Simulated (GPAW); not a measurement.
# GaN (P6_3mc) in GPAW: settings compared, part 2 of 3

GPAW 26.7.0.

### Step 3. Electron localisation function, WC

File run.py:

```python
from ase import Atoms
from ase.dft.bandgap import bandgap
from ase.io import write
from ase.units import Bohr, GPa
from gpaw import GPAW, PW, setup_paths
from gpaw.elf import elf_from_dft_calculation

setup_paths.insert(0, '.')

atoms = Atoms(['Ga', 'Ga', 'N', 'N'],
              cell=[[3.18, 0.0, 0.0],
                    [-1.59, 2.753960784, 0.0],
                    [0.0, 0.0, 5.166]],
              scaled_positions=[[0.6666666667, 0.3333333333, 0.5],
                                [0.3333333333, 0.6666666667, 0.0],
                                [0.6666666667, 0.3333333333, 0.875],
                                [0.3333333333, 0.6666666667, 0.375]],
              pbc=True)

calc = GPAW(mode=PW(680),
            xc='WC',
            kpts={'size': (5, 5, 3), 'gamma': True},
            occupations={'name': 'fermi-dirac', 'width': 0.01},
            nbands=18,
            convergence={'density': 1e-05, 'energy': 1e-05},
            maxiter=150,
            txt='gpaw.txt')
atoms.calc = calc
energy = atoms.get_potential_energy()
forces = atoms.get_forces()
stress = atoms.get_stress()
calc.write('gs.gpw')
write('result.traj', atoms)
print(f'Energy: {energy:.6f} eV')
print('Forces (eV/A):')
print(forces.round(4))
print('Stress (GPa):', (stress / GPa).round(3))
print('Fermi level:', round(calc.get_fermi_level(), 4), 'eV')
print(f'Gap: {bandgap(calc)[0]:.4f} eV, direct: {bandgap(calc, direct=True)[0]:.4f} eV')

# fields on the real-space grid
write('density.cube', atoms, data=calc.get_pseudo_density() * Bohr**3)
write('potential.cube', atoms, data=calc.get_electrostatic_potential())
write('elf.cube', atoms, data=elf_from_dft_calculation(calc).data)
```

Potentials or basis: PAW data sets generated in the run's folder for this functional, pw.

On the command line:

```sh
$ gpaw-setup -f WC Ga N
$ OMP_NUM_THREADS=1 python run.py
```

gpaw.txt:

```text
__  _  _
 | _ |_)|_||  |
 |__||  | ||/\| - 26.7.0

Input parameters:
  mode=PW(ecut=680.0),
  convergence={'density': 1e-05, 'energy': 1e-05},
  kpts=MonkhorstPack(size=(5, 5, 3), gamma=True),
  maxiter=150,
  nbands=18,
  occupations=Occupations(name='fermi-dirac', width=0.01),
  xc=XC(name='WC')

Diagonalizing LCAO Hamiltonian
Converting LCAO to pw mode

           N

           Ga
        N

        Ga

Atoms  # Å, Bohr magnetons
|   | symbol |         x |        y |        z |    initial magnetic moments |
|---|--------|-----------|----------|----------|-----------------------------|
| 0 |     Ga |  1.590000 | 0.917987 | 2.583000 | ( 0.0000,  0.0000,  0.0000) |
| 1 |     Ga | -0.000000 | 1.835974 | 0.000000 | ( 0.0000,  0.0000,  0.0000) |
| 2 |      N |  1.590000 | 0.917987 | 4.520250 | ( 0.0000,  0.0000,  0.0000) |
| 3 |      N | -0.000000 | 1.835974 | 1.937250 | ( 0.0000,  0.0000,  0.0000) |

Unit cell  # Å
| periodic |         x |        y |        z |  lengths |     angles |
|----------|-----------|----------|----------|----------|------------|
|      yes |  3.180000 | 0.000000 | 0.000000 | 3.180000 |  90.000000 |
|      yes | -1.590000 | 2.753961 | 0.000000 | 3.180000 |  90.000000 |
|      yes |  0.000000 | 0.000000 | 5.166000 | 5.166000 | 120.000000 |

Number of symmetries: 6
Symmetry operations  # r_c * U_cc + t_c -> r_c
|   | kind |            matrix            |
|---|------|------------------------------|
| 0 |  σ   |  1, 1, 0,  0,-1, 0,  0, 0, 1 |
| 1 |  E   |  1, 0, 0,  0, 1, 0,  0, 0, 1 |
| 2 |  C3  |  0, 1, 0, -1,-1, 0,  0, 0, 1 |
| 3 |  σ   |  0,-1, 0, -1, 0, 0,  0, 0, 1 |
| 4 |  σ   | -1, 0, 0,  1, 1, 0,  0, 0, 1 |
| 5 |  C3  | -1,-1, 0,  1, 0, 0,  0, 0, 1 |

BZ-sampling:
  Number of BZ points: 75
  Number of IBZ points: 12

  Monkhorst-Pack size: [5, 5, 3]
  Monkhorst-Pack shift: [0, 0, 0]

K-points  # in reciprocal-cell coordinates
|     |                                coordinates |     weight |
|-----|--------------------------------------------|------------|
|   0 | (  0.00000000,   0.00000000,   0.00000000) | 0.01333333 |
|   1 | (  0.00000000,   0.00000000,   0.33333333) | 0.02666667 |
|   2 | (  0.20000000,   0.00000000,  -0.33333333) | 0.08000000 |
|   3 | (  0.20000000,   0.00000000,   0.00000000) | 0.08000000 |
|   4 | (  0.20000000,   0.00000000,   0.33333333) | 0.08000000 |
|   5 | (  0.40000000,  -0.20000000,   0.00000000) | 0.08000000 |
|   6 | (  0.40000000,  -0.20000000,   0.33333333) | 0.16000000 |
|   7 | (  0.40000000,   0.00000000,  -0.33333333) | 0.08000000 |
|   8 | (  0.40000000,   0.00000000,   0.00000000) | 0.08000000 |
|   9 | (  0.40000000,   0.00000000,   0.33333333) | 0.08000000 |
| ... |                                            |            |
|  11 | (  0.40000000,   0.40000000,   0.33333333) | 0.16000000 |

Plane wave coefficients: 1846
Cutoff: 680.0 eV

Spin-components: 1 (collinear spins)
Bands:           18
Projectors:      20
Spin-degeneracy: 2
Datatype:        complex128

Parallelization:
  kpt:    1
  domain: 1
  band:   1

Density:
  Valence electrons: 16.0
  Components: 1
  Grid points: [20 20 32]
  Charge: 0.0  # |e|

Potential:
  Grid points: [20 20 32]

species:
  Ga:
    name:    Gallium
    Z:       31.0
    valence: 3
    core:    28
    charge:  0.0  # [|e|]
    compensation charges:
      type: gauss
      rc: 0.37  # [Å]
      lmax: 2
    cutoffs:
      filter: 2.06  # [Å]
      core: 4.17  # [Å]
    projectors
    | kind |    occ | energy [eV] | rcut [Å] |
    |------|--------|-------------|----------|
    |   4s |  2.000 |      -8.985 |    1.164 |
    |   4p |  1.000 |      -2.557 |    1.164 |
    |    s |        |      18.226 |    1.164 |
    |    p |        |      24.654 |    1.164 |
    |    d |        |       0.000 |    1.164 |

    Using partial waves for Ga as LCAO basis

  N:
    name:    Nitrogen
    Z:       7.0
    valence: 5
    core:    2
    charge:  0.0  # [|e|]
    compensation charges:
      type: gauss
      rc: 0.18  # [Å]
      lmax: 2
    cutoffs:
      filter: 1.11  # [Å]
      core: 0.96  # [Å]
    projectors
    | kind |    occ | energy [eV] | rcut [Å] |
    |------|--------|-------------|----------|
    |   2s |  2.000 |     -18.472 |    0.603 |
    |   2p |  3.000 |      -7.053 |    0.529 |
    |    s |        |       8.739 |    0.603 |
    |    p |        |      20.158 |    0.529 |
    |    d |        |       0.000 |    0.577 |

    Using partial waves for N as LCAO basis

Reference energy: -108700.941513  # eV

eigensolver:
  PPCG
  Converge bands: occupied
  niter=2

density mixing:
  MSR1-Mixer
  Pratt-step length: 0.05
  Maximum mixing coefficient: 0.75
  Old densities: 10
  SVD Regularization: 0.005
  Good broyden scale: 1.0
  Trust region scale: 1.0
  Backstep threshold: 4.0
  History deletion threshold: 6.0
  Fourier metric: weight=20.0, sigma=0.015

occupation numbers:
  Fermi-Dirac:
    width: 0.0100  # eV

poisson solver:
  ecut: 5440.0  # eV

xc functional:
  name: WC with 2 nearest neighbor stencil

convergence criteria:
- Maximum integral of absolute [dens]ity change: 1e-05 electrons / valence electron
- Maximum [total energy] change in last 3 cyles: 1e-05 eV / valence electron
- Maximum integral of absolute [eigenst]ate change: 4e-08 eV^2 / valence electron
maximum number of iterations: 150

SCF iterations
|iter     | |      energy | eigst |  dens |
|---------|-|-------------|-------|-------|
|iter:   1| |  -29.181437 | -0.26 |       |
|iter:   2| |  -28.266538 | -1.88 | -0.58 |
|iter:   3| |  -25.759756 | -0.56 | -0.64 |
|iter:   4| |  -25.746333 | -2.93 | -1.31 |
|iter:   5| |  -25.742285 | -3.50 | -1.59 |
|iter:   6| |  -25.742282 | -5.58 | -2.91 |
|iter:   7| |  -25.742291c| -6.38 | -3.26 |
|iter:   8| |  -25.742291c| -7.48c| -4.24 |
|iter:   9| |  -25.742291c| -7.55c| -4.51 |
|iter:  10| |  -25.742291c| -8.24c| -5.09c|

Converged in 10 steps
Energy contributions relative to reference atoms: (reference = -108700.941513)

Energy contributions:
  Kinetic:          68.688158
  Coulomb:         -60.391599
  Zero:              0.193613
  External:          0.000000
  Xc:              -34.232463
  Entropy:          -0.000000
  Spinorbit:         0.000000
  ----------------------------
  Free energy:     -25.742291
  Extrapolated:    -25.742291

dipole moment: (-0.000024, -0.000040, -11.598783)  # |e|*Ang

Fermi level: 7.049
Eigenvalues  # (at kpt = [0.000, 0.000, 0.000])
| band index |      eig [eV] | occ [0-2] |
|------------|---------------|-----------|
|          0 |        -9.595 |     2.000 |
|          1 |        -7.170 |     2.000 |
|          2 |        -0.770 |     2.000 |
|          3 |         5.329 |     2.000 |
|          4 |         5.329 |     2.000 |
|          5 |         6.332 |     2.000 |
[... 8 lines left out ...]
|         14 |        18.149 |     0.000 |
|         15 |        18.149 |     0.000 |
|        ... |               |           |
|         17 |        21.584 |     0.000 |

Gap: 2.006 eV
Transition (v -> c):
  (s=0, k=0, n=7, [0.00, 0.00, 0.00]) -> (s=0, k=0, n=8, [0.00, 0.00, 0.00])
No difference between direct/indirect transitions

Forces  # eV/Ang
|        x |        y |        z |
|----------|----------|----------|
|  0.00000 |  0.00000 | -0.17378 |  # Ga   0
| -0.00000 |  0.00000 | -0.17376 |  # Ga   1
|  0.00000 | -0.00000 |  0.17337 |  # N    2
|  0.00000 | -0.00000 |  0.17325 |  # N    3

Stress tensor  # eV/Ang^3
|         x |         y |         z |
|-----------|-----------|-----------|
| -0.039400 |  0.000000 |  0.000000 |
|  0.000000 | -0.039400 |  0.000000 |
|  0.000000 |  0.000000 | -0.052417 |

# Writing to gs.gpw (mode='')
```

stdout:

```text
Energy: -25.742291 eV
Forces (eV/A):
[[ 0.      0.     -0.1738]
 [-0.      0.     -0.1738]
 [ 0.     -0.      0.1734]
 [ 0.     -0.      0.1733]]
Stress (GPa): [-6.313 -6.313 -8.398  0.     0.     0.   ]
Fermi level: 7.0486 eV
Gap: 2.0056 eV, direct: 2.0056 eV
```

It took 9.2 s on 1 thread of Intel Xeon Platinum 8488C (Sapphire Rapids), shared host; peak memory 0.15 GiB.

What came out:

```
Free energy            : -25.7423 eV
Pressure               : 7.0 GPa
Largest force          : 0.174 eV/Å
Band gap on the k mesh : 2.01 eV, direct
```

Forces on the atoms (eV/Å):
```
Ga   0.000  0.000 -0.174
Ga   0.000  0.000 -0.174
N    0.000  0.000  0.173
N    0.000  0.000  0.173
```

Caveat: the k mesh is coarse (spacing up to 0.46 Å⁻¹), so the values aren't converged; the cutoff is short for stress and forces, so pressures can be off by a GPa or more; the data sets keep Ga 3d, Li 1s and Be 1s frozen, and some such compounds lay over 1.5 % in volume off other programs.

### Step 4. Relaxation of cell and atoms, r2SCAN+D3(BJ)

File run.py:

```python
from ase.calculators.mixing import SumCalculator
from ase.filters import FrechetCellFilter
from ase.io import read, write
from ase.optimize import BFGS
from dftd3.ase import DFTD3
from gpaw import GPAW, PW

atoms = read('GaN.xyz')

calc = GPAW(mode=PW(800),
            xc='MGGA_X_R2SCAN+MGGA_C_R2SCAN',
            kpts={'size': (7, 7, 4), 'gamma': True},
            occupations={'name': 'fermi-dirac', 'width': 0.05},
            nbands=18,
            convergence={'density': 1e-05, 'energy': 1e-05},
            maxiter=150,
            txt='gpaw.txt')
atoms.calc = SumCalculator([calc, DFTD3(method='r2scan', damping='d3bj')])
opt = BFGS(FrechetCellFilter(atoms), trajectory='relax.traj', logfile='-')
done = opt.run(fmax=0.02, steps=60)
calc.write('gs.gpw')
write('result.traj', atoms)
print('Converged:', done)
print('Cell:', atoms.cell.cellpar().round(4))
print('Volume:', round(atoms.get_volume(), 4))
print(atoms.get_scaled_positions().round(5))
```

File GaN.xyz:

```xyz
4
Lattice="3.1800000000 0.0000000000 0.0000000000 -1.5900000000 2.7539607840 0.0000000000 0.0000000000 0.0000000000 5.1660000000" Properties=species:S:1:pos:R:3 pbc="T T T"
Ga     1.5900000002      0.9179869279      2.5830000000
Ga    -0.0000000002      1.8359738561      0.0000000000
N      1.5900000002      0.9179869279      4.5202500000
N     -0.0000000002      1.8359738561      1.9372500000
```

Potentials or basis: GPAW PAW data sets (gpaw-data 1.2.1), pw.

On the command line:

```sh
$ OMP_NUM_THREADS=1 python run.py
```

gpaw.txt:

```text
__  _  _
 | _ |_)|_||  |
 |__||  | ||/\| - 26.7.0

Input parameters:
  mode=PW(ecut=800.0),
  convergence={'density': 1e-05, 'energy': 1e-05},
  kpts=MonkhorstPack(size=(7, 7, 4), gamma=True),
  maxiter=150,
  nbands=18,
  occupations=Occupations(name='fermi-dirac', width=0.05),
  xc=XC(name='MGGA_X_R2SCAN+MGGA_C_R2SCAN')

Diagonalizing LCAO Hamiltonian
Converting LCAO to pw mode

           N

           Ga
        N

        Ga

Atoms  # Å, Bohr magnetons
|   | symbol |         x |        y |        z |    initial magnetic moments |
|---|--------|-----------|----------|----------|-----------------------------|
| 0 |     Ga |  1.590000 | 0.917987 | 2.583000 | ( 0.0000,  0.0000,  0.0000) |
| 1 |     Ga | -0.000000 | 1.835974 | 0.000000 | ( 0.0000,  0.0000,  0.0000) |
| 2 |      N |  1.590000 | 0.917987 | 4.520250 | ( 0.0000,  0.0000,  0.0000) |
| 3 |      N | -0.000000 | 1.835974 | 1.937250 | ( 0.0000,  0.0000,  0.0000) |

Unit cell  # Å
| periodic |         x |        y |        z |  lengths |     angles |
|----------|-----------|----------|----------|----------|------------|
|      yes |  3.180000 | 0.000000 | 0.000000 | 3.180000 |  90.000000 |
|      yes | -1.590000 | 2.753961 | 0.000000 | 3.180000 |  90.000000 |
|      yes |  0.000000 | 0.000000 | 5.166000 | 5.166000 | 120.000000 |

Number of symmetries: 6
Symmetry operations  # r_c * U_cc + t_c -> r_c
|   | kind |            matrix            |
|---|------|------------------------------|
| 0 |  σ   |  1, 1, 0,  0,-1, 0,  0, 0, 1 |
| 1 |  E   |  1, 0, 0,  0, 1, 0,  0, 0, 1 |
| 2 |  C3  |  0, 1, 0, -1,-1, 0,  0, 0, 1 |
| 3 |  σ   |  0,-1, 0, -1, 0, 0,  0, 0, 1 |
| 4 |  σ   | -1, 0, 0,  1, 1, 0,  0, 0, 1 |
| 5 |  C3  | -1,-1, 0,  1, 0, 0,  0, 0, 1 |

BZ-sampling:
  Number of BZ points: 196
  Number of IBZ points: 28
[... 182 lines left out ...]
Gap: 2.551 eV
Transition (v -> c):
  (s=0, k=0, n=7, [0.00, 0.00, 0.00]) -> (s=0, k=0, n=8, [0.00, 0.00, 0.00])
No difference between direct/indirect transitions

Stress tensor  # eV/Ang^3
|         x |         y |         z |
|-----------|-----------|-----------|
| -0.040516 |  0.000000 |  0.000000 |
|  0.000000 | -0.040516 |  0.000000 |
|  0.000000 |  0.000000 | -0.053745 |

Forces  # eV/Ang
|       x |       y |        z |
|---------|---------|----------|
| 0.00000 | 0.00000 | -0.18454 |  # Ga   0
| 0.00000 | 0.00000 | -0.18429 |  # Ga   1
| 0.00000 | 0.00000 |  0.17870 |  # N    2
| 0.00000 | 0.00000 |  0.17471 |  # N    3

Interpolating wave functions to new cell

           N

           Ga
        N

        Ga

Atoms  # Å, Bohr magnetons
|   | symbol |         x |        y |         z |    initial magnetic moments |
|---|--------|-----------|----------|-----------|-----------------------------|
| 0 |     Ga |  1.591911 | 0.919090 |  2.584836 | ( 0.0000,  0.0000,  0.0000) |
| 1 |     Ga | -0.000000 | 1.838181 | -0.002641 | ( 0.0000,  0.0000,  0.0000) |
| 2 |      N |  1.591911 | 0.919090 |  4.530652 | ( 0.0000,  0.0000,  0.0000) |
| 3 |      N | -0.000000 | 1.838181 |  1.943115 | ( 0.0000,  0.0000,  0.0000) |

Unit cell  # Å
| periodic |         x |         y |        z |  lengths |     angles |
|----------|-----------|-----------|----------|----------|------------|
|      yes |  3.183822 | -0.000000 | 0.000000 | 3.183822 |  90.000000 |
|      yes | -1.591911 |  2.757271 | 0.000000 | 3.183822 |  90.000000 |
|      yes |  0.000000 |  0.000000 | 5.174962 | 5.174962 | 120.000000 |

Number of symmetries: 6
Symmetry operations  # r_c * U_cc + t_c -> r_c
|   | kind |            matrix            |
|---|------|------------------------------|
| 0 |  σ   |  1, 1, 0,  0,-1, 0,  0, 0, 1 |
| 1 |  E   |  1, 0, 0,  0, 1, 0,  0, 0, 1 |
| 2 |  C3  |  0, 1, 0, -1,-1, 0,  0, 0, 1 |
| 3 |  σ   |  0,-1, 0, -1, 0, 0,  0, 0, 1 |
| 4 |  σ   | -1, 0, 0,  1, 1, 0,  0, 0, 1 |
| 5 |  C3  | -1,-1, 0,  1, 0, 0,  0, 0, 1 |

BZ-sampling:
  Number of BZ points: 196
  Number of IBZ points: 28
[... 429 lines left out ...]
Gap: 2.434 eV
Transition (v -> c):
  (s=0, k=0, n=7, [0.00, 0.00, 0.00]) -> (s=0, k=0, n=8, [0.00, 0.00, 0.00])
No difference between direct/indirect transitions

Stress tensor  # eV/Ang^3
|         x |         y |         z |
|-----------|-----------|-----------|
| -0.020549 | -0.000000 | -0.000000 |
| -0.000000 | -0.020549 | -0.000000 |
| -0.000000 | -0.000000 | -0.013108 |

Forces  # eV/Ang
|        x |       y |        z |
|----------|---------|----------|
| -0.00000 | 0.00000 |  0.09029 |  # Ga   0
|  0.00000 | 0.00000 |  0.09005 |  # Ga   1
| -0.00000 | 0.00000 | -0.09760 |  # N    2
|  0.00000 | 0.00000 | -0.09660 |  # N    3

Interpolating wave functions to new cell

           N

        N  Ga

        Ga

Atoms  # Å, Bohr magnetons
|   | symbol |         x |        y |         z |    initial magnetic moments |
|---|--------|-----------|----------|-----------|-----------------------------|
| 0 |     Ga |  1.600638 | 0.924129 |  2.596114 | ( 0.0000,  0.0000,  0.0000) |
| 1 |     Ga | -0.000000 | 1.848258 | -0.007907 | ( 0.0000,  0.0000,  0.0000) |
| 2 |      N |  1.600638 | 0.924129 |  4.564281 | ( 0.0000,  0.0000,  0.0000) |
| 3 |      N | -0.000000 | 1.848258 |  1.960056 | ( 0.0000,  0.0000,  0.0000) |
[... 697 lines left out ...]
Stress tensor  # eV/Ang^3
|         x |         y |         z |
|-----------|-----------|-----------|
| -0.010178 | -0.000000 | -0.000000 |
| -0.000000 | -0.010178 |  0.000000 |
|  0.000000 |  0.000000 | -0.009804 |

Forces  # eV/Ang
|        x |        y |        z |
|----------|----------|----------|
|  0.00000 |  0.00000 | -0.00074 |  # Ga   0
| -0.00000 | -0.00000 | -0.00073 |  # Ga   1
| -0.00000 |  0.00000 | -0.00711 |  # N    2
|  0.00000 |  0.00000 | -0.00703 |  # N    3

# Writing to gs.gpw (mode='')
```

Wall time 6.4 min (1 thread of Intel Xeon Platinum 8488C (Sapphire Rapids), shared host); peak memory 0.52 GiB.

Results:

```yaml
Free_energy: -41.7657 eV
Relaxed_volume: 11.58 Å³/atom
Relaxed_cell: a = 3.204 Å, b = 3.204 Å, c = 5.210 Å, α = 90.00°, β = 90.00°, γ = 120.00°
Space_group_after_relaxing_to_0.05_Å: P6_3mc (No. 186)
Energy_gained_by_relaxing: 6.0 meV/atom
Ionic_steps: 6
Pressure_after_relaxing: 0.0 GPa
Largest_force_after_relaxing: 0.007 eV/Å
Band_gap_on_the_k_mesh: 2.39 eV, direct
Dispersion_energy_per_atom: -0.118 eV
```

Forces in eV/Å, atoms in the order of the input:
```
Ga   0.000  0.000 -0.001
Ga   0.000  0.000 -0.001
N    0.000  0.000 -0.007
N    0.000  0.000 -0.007
```

The path:
```tsv
step	energy change (eV)	largest force (eV/Å)	pressure (GPa)	volume (Å³)
1	0.0000	0.1848	5.47	45.24
2	-0.0081	0.0889	4.46	45.43
3	-0.0214	0.0973	1.23	46.07
4	-0.0230	0.0808	0.47	46.22
5	-0.0240	0.0276	-0.05	46.33
6	-0.0240	0.0068	-0.04	46.33
```

Final structure:
```
Ga N
1.0
     3.20430    0.00000    0.00000
    -1.60215    2.77501    0.00000
     0.00000    0.00000    5.21016
Ga N
2 2
Direct
  0.66667 0.33333 0.49888
  0.33333 0.66667 0.99888
  0.66667 0.33333 0.87591
  0.33333 0.66667 0.37588
```

Levels at points of the mesh, in eV from the valence-band top:
| k point | band 5 | band 6 | band 7 | band 8 | band 9 | band 10 | band 11 | band 12 |
| --- | --- | --- | --- | --- | --- | --- | --- | --- |
| (0.00, 0.00, 0.00) | -1.04 | -0.02 | 0.00 | 0.00 | 2.39 | 4.81 | 9.99 | 10.52 |
| (0.00, 0.00, 0.50) | -0.54 | -0.54 | -0.54 | -0.54 | 4.79 | 4.79 | 9.19 | 9.20 |

Caveat: the data sets keep Ga 3d, Li 1s and Be 1s frozen, and some such compounds lay over 1.5 % in volume off other programs; later steps reuse the first step's grids; the PAW data sets were made with another functional, which shifts forces and pressure a little. Zero-point motion and thermal expansion aren't in these numbers.

(Part 2 of 3 ends here.)
